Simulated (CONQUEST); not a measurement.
# RbBr under changes of volume

One of the cells (40.248 Å³/atom); the others are scaled copies at fixed shape and fractional positions:

```
Rb Br
1.0
     4.84651    0.00000    0.00000
     0.00000    4.84651    0.00000
     0.00000    0.00000    6.85400
Rb Br
2 2
Cartesian
  0.0000 0.0000 0.0000
  2.4233 2.4233 3.4270
  0.0000 0.0000 3.4270
  2.4233 2.4233 0.0000
```

```yaml
Program: CONQUEST 1.3
Functional: PBEsol
Potentials_or_basis: PseudoDojo NC PBEsol, DZP, grid of 48 × 48 × 64 points
k_mesh: 6 × 6 × 4
Occupations: fermi-dirac, width 0.05 eV
Spin: no spin polarisation
```

```csv
volume (Å³/atom),energy over the lowest point (meV/atom),pressure (GPa),gap on the mesh (eV)
37.833,?,?,?
38.638,1.78,0.5,4.39
39.443,0.08,0.2,4.33
40.248,0.00,-0.1,4.28
41.053,1.46,-0.4,4.23
41.858,4.13,-0.7,4.18
42.663,8.10,-0.9,4.13
```

Question: What does the run at 37.833 Å³/atom give?

Answer: Energy over the lowest point 5.39 meV/atom; pressure 0.9 GPa; gap on the mesh 4.45 eV.

Worked out: A Birch-Murnaghan fit of order 3 (a polynomial in V^(-2/3)) to the other rows has its minimum at 39.88 Å³/atom with B0 = V·E''(V) = 15.2 GPa and B' = 4.1. It gives 5.29 meV/atom at 37.833 Å³/atom, against the run's 5.39, and -dE/dV = 0.9 GPa, against 0.9. A straight line through the other rows of the gap, of slope -2.6 eV per unit of ln V, extrapolates to 4.44 eV, against the run's 4.45.

Energies are extrapolated to zero smearing.

Caveats: the basis of atomic orbitals isn't converged, which shifts pressures, moduli and gaps; the real-space grid breaks the cell's symmetry a little (some runs).

A mesh can miss the band edges. Spin-orbit coupling on Br, Rb is left out.
